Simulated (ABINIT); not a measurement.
Wanted: the native input for an ABINIT 10.8.3 (patched build) run.

```
Task                : single point
Functional          : PBE
Potentials or basis : PseudoDojo NC SR PBE v0.4.1 standard
Cutoff              : 1088 eV
k mesh              : 6 × 6 × 6
Occupations         : fermi-dirac, width 0.05 eV
Spin                : no spin polarisation
```

MgS:

```
S Mg
1.0
     0.00000    2.83312    2.83312
     2.83312    0.00000    2.83312
     2.83312    2.83312    0.00000
S Mg
1 1
Direct
  0.25000 0.25000 0.25000
  0.00000 0.00000 0.00000
```

The cell comes from a database or a generator and needn't be the stable form of this composition.

The input as run:

run.abi

```
# Pseudopotentials
pp_dirpath "./"
pseudos "S.upf, Mg.upf"

# Structure
acell 4.006636794 4.006636794 4.006636794 Angstrom
rprim
     0.0000000000     0.7071067812     0.7071067812
     0.7071067812     0.0000000000     0.7071067812
     0.7071067812     0.7071067812     0.0000000000
ntypat 2
znucl 16 12
natom 2
typat 1 2
xred
     0.2500000000     0.2500000000     0.2500000000
     0.0000000000     0.0000000000     0.0000000000

# Plane-wave basis
ecut 40.0

# k points
kptopt 1
ngkpt 6 6 6
nshiftk 1
shiftk 0.0 0.0 0.0

# Exchange and correlation
ixc 11

# Bands and occupations
nband 12
occopt 3
tsmear 0.00183747

# SCF cycle
nstep 100
tolvrs 1.0e-10

# Output
iomode 3
prtwf 0
prtden 0
prteig 0
prtebands 0
```

Potentials or basis: PseudoDojo NC SR PBE v0.4.1 standard.

Launch:

```sh
$ mpirun --bind-to none -np 4 abinit run.abi > log 2>&1
```

Results of the run:

```yaml
Pressure: 0.9 GPa
Band_gap_on_the_k_mesh: 3.44 eV, direct
Valence_electrons_inside_the_program's_atomic_spheres: S 3.96; Mg 8.31
```

Wall time 6 s on 4 MPI ranks on Arm Neoverse V2 (shared host), peak memory 0.32 GiB a rank.
